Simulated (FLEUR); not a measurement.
# CuO (Tenorite) (Cc) in FLEUR: further runs

One crystal, CuO (Tenorite), is run at these levels: LDA, PBEsol, r2SCAN; tasks: band structure.

Program: FLEUR MaX-R8.1 (later development tree). These are calculated values, not measurements. Logs are shortened: lines on timing, memory, paths and dates and some standing lists are left out, and cuts for length are marked.

## 1. The crystal as given

Symmetry: Cc, No. 9, monoclinic system. Conventional cell: a = 4.689 Å, b = 3.427 Å, c = 5.132 Å, α = 90.00°, β = 99.65°, γ = 90.00°. Cu (site symmetry 1) is surrounded by 4 O at 1.91 to 2.02 Å. Around O (site symmetry 1) lie 4 Cu at 1.91 to 2.02 Å.

## 2. Band structure, LDA

The input, inp.xml:

```xml
<?xml version="1.0" encoding="UTF-8" standalone="no"?>
<fleurInput fleurInputVersion="0.39">
   <comment>
      CuO                                                                                                 
   </comment>
   <calculationSetup>
      <cutoffs Kmax="5.24" Gmax="16.2" GmaxXC="16.2" numbands="0"/>
      <scfLoop itmax="60" minDistance="0.00001" maxIterBroyd="15" imix="Anderson" alpha="0.05" precondParam="0.0" spinf="2.0" sdNocoIR="T"/>
      <coreElectrons ctail="T" frcor="F" kcrel="0" coretail_lmax="0"/>
      <xcFunctional name="vwn" relativisticCorrections="F"/>
      <magnetism jspins="1"/>
      <soc l_soc="F" theta="0.0" phi="0.0" spav="F"/>
      <expertModes spex="0" secvar="F"/>
      <geometryOptimization l_f="F" forcealpha="1.0" forcemix="BFGS" epsdisp="0.00001" epsforce="0.00001"/>
      <ldaU l_linMix="F" mixParam="0.05" spinf="1.0"/>
   </calculationSetup>
   <cell>
      <bzIntegration valenceElectrons="50.0" mode="hist" fermiSmearingEnergy="0.00183747">
         <kPointListSelection listName="default-1"/>
         <!-- k-points included here -->
         <xi:include xmlns:xi="http://www.w3.org/2001/XInclude" href="kpts.xml"> </xi:include>
      </bzIntegration>
      <!-- symmetry operations included here -->
[... 33 lines left out ...]
         </electronConfig>
         <energyParameters s="2" p="2" d="3" f="4"/>
         <lo type="SCLO" l="0" n="2" eDeriv="2"/>
         <lo type="SCLO" l="1" n="2" eDeriv="2"/>
         <lo type="SCLO" l="2" n="3" eDeriv="2"/>
      </species>
   </atomSpecies>
   <atomGroups>
      <atomGroup species="Copper (Cu)">
         <relPos label="                   1">.4968000000 .0032000000 1.000/2.000</relPos>
         <relPos label="                   2">.0032000000 .4968000000 .0000000000</relPos>
         <force calculate="T" relaxXYZ="TTT"/>
      </atomGroup>
      <atomGroup species="Oxygen (O)">
         <relPos label="                   3">.4056000000 -.4286000000 -.2463000000</relPos>
         <relPos label="                   4">-.4286000000 .4056000000 .2537000000</relPos>
         <force calculate="T" relaxXYZ="TTT"/>
      </atomGroup>
   </atomGroups>
   <output dos="F" band="F" slice="F">
      <checks vchk="F" cdinf="F"/>
      <bandDOS minEnergy="-.5*Htr" maxEnergy="0.5*Htr" sigma="0.015" storeEVData="T"/>
      <vacuumDOS vacdos="F" integ="F" star="F" nstars="0" locx1="0.0" locy1="0.0" locx2="0.0" locy2="0.0" nstm="0" tworkf="0.0"/>
      <unfoldingBand unfoldBand="F" supercellX="1" supercellY="1" supercellZ="1"/>
      <plotting iplot="0" polar="F">
         <plot TwoD="T" vec1="  1.0  0.0  0.0" vec2="  0.0  1.0  0.0" vec3="  0.0  0.0  1.0" zero="  0.0  0.0  0.0" file="plot"/>
      </plotting>
      <chargeDensitySlicing numkpt="0" minEigenval="0.0" maxEigenval="0.0" nnne="0" pallst="F"/>
      <specialOutput eonly="F"/>
      <moessbauerParams electricFieldGradient="T" isomerShift="T" coreHyperfine="T" valenceHyperfine="T"/>
      <magneticCircularDichroism mcd="F" energyLo="-10.0" energyUp="0.0"/>
   </output>
  <!-- We include the file relax.xml here to enable relaxations (see documentation) -->
  <xi:include xmlns:xi="http://www.w3.org/2001/XInclude" href="relax.xml"> <xi:fallback/> </xi:include>
</fleurInput>
```

The input, crystal.txt:

```
CuO
&input cartesian=F /
2.3446500000  -1.7134000000  0.0000000000
2.3446500000  1.7134000000  0.0000000000
-0.8605543552  0.0000000000  5.0594363927
1.8897261246
1.0 1.0 1.0

4
29 0.4968000000  0.0032000000  0.5000000000
29 0.0032000000  0.4968000000  0.0000000000
8 0.4056000000  0.5714000000  0.7537000000
8 0.5714000000  0.4056000000  0.2537000000

&kpt div1=10 div2=10 div3=5 gamma=T /
```

The input, inp.xml (bands):

```
<?xml version="1.0" encoding="UTF-8" standalone="no"?>
<fleurInput fleurInputVersion="0.39">
   <comment>
      CuO                                                                                                 
   </comment>
   <calculationSetup>
      <cutoffs Kmax="5.24" Gmax="16.2" GmaxXC="16.2" numbands="0"/>
      <scfLoop itmax="60" minDistance="0.00001" maxIterBroyd="15" imix="Anderson" alpha="0.05" precondParam="0.0" spinf="2.0" sdNocoIR="T"/>
      <coreElectrons ctail="T" frcor="F" kcrel="0" coretail_lmax="0"/>
      <xcFunctional name="vwn" relativisticCorrections="F"/>
      <magnetism jspins="1"/>
      <soc l_soc="F" theta="0.0" phi="0.0" spav="F"/>
      <expertModes spex="0" secvar="F"/>
      <geometryOptimization l_f="F" forcealpha="1.0" forcemix="BFGS" epsdisp="0.00001" epsforce="0.00001"/>
      <ldaU l_linMix="F" mixParam="0.05" spinf="1.0"/>
   </calculationSetup>
   <cell>
      <bzIntegration valenceElectrons="50.0" mode="hist" fermiSmearingEnergy="0.00183747">
         <kPointListSelection listName="path-1"/>
         <!-- k-points included here -->
         <xi:include xmlns:xi="http://www.w3.org/2001/XInclude" href="kpts.xml"> </xi:include>
      </bzIntegration>
      <!-- symmetry operations included here -->
      <xi:include xmlns:xi="http://www.w3.org/2001/XInclude" href="sym.xml"> </xi:include>
[... 32 lines left out ...]
         </electronConfig>
         <energyParameters s="2" p="2" d="3" f="4"/>
         <lo type="SCLO" l="0" n="2" eDeriv="2"/>
         <lo type="SCLO" l="1" n="2" eDeriv="2"/>
         <lo type="SCLO" l="2" n="3" eDeriv="2"/>
      </species>
   </atomSpecies>
   <atomGroups>
      <atomGroup species="Copper (Cu)">
         <relPos label="                   1">.4968000000 .0032000000 1.000/2.000</relPos>
         <relPos label="                   2">.0032000000 .4968000000 .0000000000</relPos>
         <force calculate="T" relaxXYZ="TTT"/>
      </atomGroup>
      <atomGroup species="Oxygen (O)">
         <relPos label="                   3">.4056000000 -.4286000000 -.2463000000</relPos>
         <relPos label="                   4">-.4286000000 .4056000000 .2537000000</relPos>
         <force calculate="T" relaxXYZ="TTT"/>
      </atomGroup>
   </atomGroups>
   <output dos="F" band="T" slice="F">
      <checks vchk="F" cdinf="F"/>
      <bandDOS minEnergy="-.5*Htr" maxEnergy="0.5*Htr" sigma="0.015" storeEVData="T"/>
      <vacuumDOS vacdos="F" integ="F" star="F" nstars="0" locx1="0.0" locy1="0.0" locx2="0.0" locy2="0.0" nstm="0" tworkf="0.0"/>
      <unfoldingBand unfoldBand="F" supercellX="1" supercellY="1" supercellZ="1"/>
      <plotting iplot="0" polar="F">
         <plot TwoD="T" vec1="  1.0  0.0  0.0" vec2="  0.0  1.0  0.0" vec3="  0.0  0.0  1.0" zero="  0.0  0.0  0.0" file="plot"/>
      </plotting>
      <chargeDensitySlicing numkpt="0" minEigenval="0.0" maxEigenval="0.0" nnne="0" pallst="F"/>
      <specialOutput eonly="F"/>
      <moessbauerParams electricFieldGradient="T" isomerShift="T" coreHyperfine="T" valenceHyperfine="T"/>
      <magneticCircularDichroism mcd="F" energyLo="-10.0" energyUp="0.0"/>
   </output>
  <!-- We include the file relax.xml here to enable relaxations (see documentation) -->
  <xi:include xmlns:xi="http://www.w3.org/2001/XInclude" href="relax.xml"> <xi:fallback/> </xi:include>
</fleurInput>
```

Potentials or basis: all-electron, FLAPW.

Run with:

```bash
> inpgen -f crystal.txt -profile fastHighL
> # inp.xml edited to the form shown
> fleur_MPI
> fleur_MPI   # second run, on inp.xml (bands)
```

The program printed:

```text
Welcome to FLEUR        (www.flapw.de)
      MaX-Release 8.1          (www.max-centre.eu)

 ========== k-point set info ==========
 Selected k-point list: default-1
 k-point list type: mesh
 10 x 10 x 5
 Number of k points: 141

 ------------Calculation Setup---------------------------
 Number of MPI-tasks      :            1
 Number of PE/node        :            1
 Number of OMP-threads    :            1
 Most efficient MPI parallelization for:
           1           3          47         141
 Additional eigenvalue parallelization possible
 Number of basis functions:          822
 Approximate size of matrices (H+S) per k-point:         0.020 GB
 --------------------------------------------------------
 Iteration:     1   Distance:      49.02685158 me/bohr^3
 Iteration:     2   Distance:      37.26785125 me/bohr^3
 Iteration:     3   Distance:      15.45619113 me/bohr^3
 Iteration:     4   Distance:      12.26487045 me/bohr^3
 Iteration:     5   Distance:       5.67237373 me/bohr^3
 Iteration:     6   Distance:       2.78235130 me/bohr^3
 Iteration:     7   Distance:       1.05093812 me/bohr^3
 Iteration:     8   Distance:       0.12655485 me/bohr^3
 Iteration:     9   Distance:       0.08593460 me/bohr^3
 Iteration:    10   Distance:       0.00938223 me/bohr^3
 Iteration:    11   Distance:       0.01042711 me/bohr^3
 Iteration:    12   Distance:       0.00134976 me/bohr^3
 Iteration:    13   Distance:       0.00090661 me/bohr^3
 Iteration:    14   Distance:       0.00033677 me/bohr^3
 Iteration:    15   Distance:       0.00002538 me/bohr^3
 Iteration:    16   Distance:       0.00002260 me/bohr^3
 Iteration:    17   Distance:       0.00001480 me/bohr^3
 Iteration:    18   Distance:       0.00000528 me/bohr^3

 ********************************************************************
 Run finished successfully
 Stop message:
   all done
 ********************************************************************
```

It took 19 min on 1 thread of Arm Neoverse V2, shared host; peak memory 0.2 GiB.

What came out:

```yaml
Free_energy: -94003.1366 eV
Band_gap_along_the_path: none (metal or under the smearing width)
Valence_electrons_inside_the_program's_atomic_spheres: Cu 16.99; O 4.53 (radii Cu 1.87, O 1.43 bohr)
```

Levels at the corners of the path, in eV from the Fermi level:
```
point  band 21  band 22  band 23  band 24  band 25  band 26  band 27  band 28  band 29  band 30
    Γ    -2.31    -2.20    -2.12    -1.62     0.23     0.92     1.68     5.93     8.02    13.12
    Y    -2.11    -2.11    -1.68    -1.20    -0.63     1.07     3.24     6.85     8.39     9.81
    F    -1.88    -1.82    -1.33    -1.31    -0.65     0.19     4.13     6.01     8.53     9.32
    L    -1.63    -1.63    -1.28    -1.28    -0.42    -0.42     5.09     5.09     8.82     8.82
    I    -1.78    -1.78    -1.47    -1.47    -0.29    -0.29     5.73     5.73     8.90     8.90
   I1    -1.78    -1.78    -1.47    -1.47    -0.29    -0.29     5.73     5.73     8.90     8.90
    Z    -2.21    -2.21    -1.45    -1.45     0.24     0.24     3.87     3.87    11.51    11.51
   F1    -1.88    -1.82    -1.33    -1.31    -0.65     0.19     4.13     6.01     8.53     9.32
    Y    -2.11    -2.11    -1.68    -1.20    -0.63     1.07     3.24     6.85     8.39     9.81
   X1    -2.04    -1.97    -1.39    -1.34    -1.27     0.89     4.77     7.04     7.49     9.67
    X    -2.04    -1.97    -1.39    -1.34    -1.27     0.89     4.77     7.04     7.49     9.67
    Γ    -2.31    -2.20    -2.12    -1.62     0.23     0.92     1.68     5.93     8.02    13.12
    N    -2.01    -1.57    -1.47    -1.38    -0.04     0.29     4.73     6.18     6.83    10.92
    M    -2.17    -2.12    -1.72    -1.58    -0.08     0.74     5.01     6.38     7.94     8.38
    Γ    -2.31    -2.20    -2.12    -1.62     0.23     0.92     1.68     5.93     8.02    13.12
```

Core levels (eV from the Fermi level):
```csv
atom,levels
1 Cu,"1s1/2 -8828.7, 2s1/2 -1057.9, 2p1/2 -927.6, 2p3/2 -907.2"
2 Cu,"1s1/2 -8828.7, 2s1/2 -1057.9, 2p1/2 -927.6, 2p3/2 -907.2"
3 O,1s1/2 -502.7
4 O,1s1/2 -502.7
```

Caveat: the run has no spin polarisation, though such a crystal can be magnetic; semilocal functionals often make such compounds metallic where correlation or magnetic order opens a gap, which also shifts bond lengths.

## 3. Band structure, PBEsol

Changes to inp.xml since step 2:

```diff
@@ -9,3 +9,3 @@
       <coreElectrons ctail="T" frcor="F" kcrel="0" coretail_lmax="0"/>
-      <xcFunctional name="vwn" relativisticCorrections="F"/>
+      <xcFunctional name="PBEs" relativisticCorrections="F"/>
       <magnetism jspins="1"/>
```

crystal.txt is that of step 2.

Changes to inp.xml (bands) since step 2:

```diff
@@ -9,3 +9,3 @@
       <coreElectrons ctail="T" frcor="F" kcrel="0" coretail_lmax="0"/>
-      <xcFunctional name="vwn" relativisticCorrections="F"/>
+      <xcFunctional name="PBEs" relativisticCorrections="F"/>
       <magnetism jspins="1"/>
```

Potentials or basis: all-electron, FLAPW.

Run with:

```bash
> inpgen -f crystal.txt -profile fastHighL
> # inp.xml edited to the form shown
> fleur_MPI
> fleur_MPI   # second run, on inp.xml (bands)
```

Run time: 20 min. Hardware: 1 thread of Arm Neoverse V2, shared host; peak memory 0.19 GiB.

It converged, with:

* Free energy: -94079.3687 eV
* Band gap along the path: none (metal or under the smearing width)
* Valence electrons inside the program's atomic spheres: Cu 16.98; O 4.54 (radii Cu 1.87, O 1.43 bohr)

Levels at the corners of the path, in eV from the Fermi level:
| point | band 22 | band 23 | band 24 | band 25 | band 26 | band 27 | band 28 | band 29 |
| --- | --- | --- | --- | --- | --- | --- | --- | --- |
| Γ | -2.19 | -2.11 | -1.62 | 0.22 | 0.92 | 1.62 | 5.86 | 8.05 |
| Y | -2.10 | -1.66 | -1.19 | -0.63 | 1.07 | 3.20 | 6.90 | 8.41 |
| F | -1.82 | -1.33 | -1.30 | -0.65 | 0.19 | 4.10 | 6.01 | 8.56 |
| L | -1.64 | -1.28 | -1.28 | -0.42 | -0.42 | 5.08 | 5.08 | 8.87 |
| I | -1.78 | -1.47 | -1.47 | -0.29 | -0.29 | 5.73 | 5.73 | 8.95 |
| I1 | -1.78 | -1.47 | -1.47 | -0.29 | -0.29 | 5.73 | 5.73 | 8.95 |
| Z | -2.21 | -1.46 | -1.46 | 0.25 | 0.25 | 3.82 | 3.82 | 11.52 |
| F1 | -1.82 | -1.33 | -1.30 | -0.65 | 0.19 | 4.10 | 6.01 | 8.56 |
| Y | -2.10 | -1.66 | -1.19 | -0.63 | 1.07 | 3.20 | 6.90 | 8.41 |
| X1 | -1.97 | -1.39 | -1.33 | -1.27 | 0.89 | 4.75 | 7.06 | 7.54 |
| X | -1.97 | -1.39 | -1.33 | -1.27 | 0.89 | 4.75 | 7.06 | 7.54 |
| Γ | -2.19 | -2.11 | -1.62 | 0.22 | 0.92 | 1.62 | 5.86 | 8.05 |
| N | -1.57 | -1.48 | -1.38 | -0.04 | 0.29 | 4.74 | 6.15 | 6.85 |
| M | -2.12 | -1.71 | -1.58 | -0.08 | 0.74 | 4.99 | 6.42 | 7.92 |
| Γ | -2.19 | -2.11 | -1.62 | 0.22 | 0.92 | 1.62 | 5.86 | 8.05 |

Core levels (eV from the Fermi level):
| atom | levels |
| --- | --- |
| 1 Cu | 1s1/2 -8838.6, 2s1/2 -1059.2, 2p1/2 -927.9, 2p3/2 -907.4 |
| 2 Cu | 1s1/2 -8838.6, 2s1/2 -1059.2, 2p1/2 -927.9, 2p3/2 -907.4 |
| 3 O | 1s1/2 -504.9 |
| 4 O | 1s1/2 -504.9 |

Caveat: the run has no spin polarisation, though such a crystal can be magnetic; semilocal functionals often make such compounds metallic where correlation or magnetic order opens a gap, which also shifts bond lengths.

## 4. Band structure, r2SCAN

Changes to inp.xml since step 3:

```diff
@@ -7,5 +7,8 @@
       <cutoffs Kmax="5.24" Gmax="16.2" GmaxXC="16.2" numbands="0"/>
-      <scfLoop itmax="60" minDistance="0.00001" maxIterBroyd="15" imix="Anderson" alpha="0.05" precondParam="0.0" spinf="2.0" sdNocoIR="T"/>
-      <coreElectrons ctail="T" frcor="F" kcrel="0" coretail_lmax="0"/>
-      <xcFunctional name="PBEs" relativisticCorrections="F"/>
+      <scfLoop itmax="80" minDistance="0.0001" maxIterBroyd="30" imix="Anderson" alpha="0.05" precondParam="0.0" spinf="2.0" sdNocoIR="T"/>
+      <coreElectrons ctail="F" frcor="F" kcrel="0" coretail_lmax="0"/>
+      <xcFunctional name="LibXC" relativisticCorrections="F">
+         <LibXCName exchange="mgga_x_r2scan" correlation="mgga_c_r2scan"/>
+         <AuxGGA exchange="117" correlation="130"/>
+      </xcFunctional>
       <magnetism jspins="1"/>
```

crystal.txt is that of step 3.

Changes to inp.xml (bands) since step 3:

```diff
@@ -7,5 +7,8 @@
       <cutoffs Kmax="5.24" Gmax="16.2" GmaxXC="16.2" numbands="0"/>
-      <scfLoop itmax="60" minDistance="0.00001" maxIterBroyd="15" imix="Anderson" alpha="0.05" precondParam="0.0" spinf="2.0" sdNocoIR="T"/>
-      <coreElectrons ctail="T" frcor="F" kcrel="0" coretail_lmax="0"/>
-      <xcFunctional name="PBEs" relativisticCorrections="F"/>
+      <scfLoop itmax="80" minDistance="0.0001" maxIterBroyd="30" imix="Anderson" alpha="0.05" precondParam="0.0" spinf="2.0" sdNocoIR="T"/>
+      <coreElectrons ctail="F" frcor="F" kcrel="0" coretail_lmax="0"/>
+      <xcFunctional name="LibXC" relativisticCorrections="F">
+         <LibXCName exchange="mgga_x_r2scan" correlation="mgga_c_r2scan"/>
+         <AuxGGA exchange="117" correlation="130"/>
+      </xcFunctional>
       <magnetism jspins="1"/>
```

Run with:

```bash
> inpgen -f crystal.txt -profile fastHighL
> # inp.xml edited to the form shown
> fleur_MPI
> fleur_MPI   # second run, on inp.xml (bands)
```

Wall time 19 min (1 thread of Arm Neoverse V2, shared host); peak memory 0.29 GiB.

Results (log left out):

- Free energy: -94176.0798 eV
- Band gap along the path: none (metal or under the smearing width)
- Valence electrons inside the program's atomic spheres: Cu 16.99; O 4.58 (radii Cu 1.87, O 1.43 bohr)

Levels at the corners of the path, in eV from the Fermi level:
```
point  band 22  band 23  band 24  band 25  band 26  band 27  band 28  band 29
    Γ    -2.42    -2.32    -1.88     0.18     0.94     1.99     6.49     8.66
    Y    -2.28    -1.68    -1.40    -0.77     1.10     3.71     7.49     8.99
    F    -2.03    -1.51    -1.44    -0.70     0.23     4.59     6.55     9.18
    L    -1.84    -1.48    -1.48    -0.38    -0.38     5.58     5.58     9.55
    I    -1.99    -1.66    -1.66    -0.28    -0.28     6.25     6.25     9.64
   I1    -1.99    -1.66    -1.66    -0.28    -0.28     6.25     6.25     9.64
    Z    -2.43    -1.67    -1.67     0.25     0.25     4.26     4.26    12.26
   F1    -2.03    -1.51    -1.44    -0.70     0.23     4.59     6.55     9.18
    Y    -2.28    -1.68    -1.40    -0.77     1.10     3.71     7.49     8.99
   X1    -2.22    -1.56    -1.46    -1.33     0.92     5.23     7.61     8.16
    X    -2.22    -1.56    -1.46    -1.33     0.92     5.23     7.61     8.16
    Γ    -2.42    -2.32    -1.88     0.18     0.94     1.99     6.49     8.66
    N    -1.79    -1.67    -1.56    -0.01     0.30     5.27     6.78     7.41
    M    -2.36    -1.86    -1.78    -0.13     0.74     5.52     6.96     8.60
    Γ    -2.42    -2.32    -1.88     0.18     0.94     1.99     6.49     8.66
```

Core levels (eV from the Fermi level):
| atom | levels |
| --- | --- |
| 1 Cu | 1s1/2 -8847.2, 2s1/2 -1059.7, 2p1/2 -927.7, 2p3/2 -907.2 |
| 2 Cu | 1s1/2 -8847.2, 2s1/2 -1059.7, 2p1/2 -927.7, 2p3/2 -907.2 |
| 3 O | 1s1/2 -506.7 |
| 4 O | 1s1/2 -506.7 |

Caveat: the meta-GGA is that of a development version, with a GGA for the radial functions and cores and without core tails; the run has no spin polarisation, though such a crystal can be magnetic; semilocal functionals often make such compounds metallic where correlation or magnetic order opens a gap, which also shifts bond lengths.
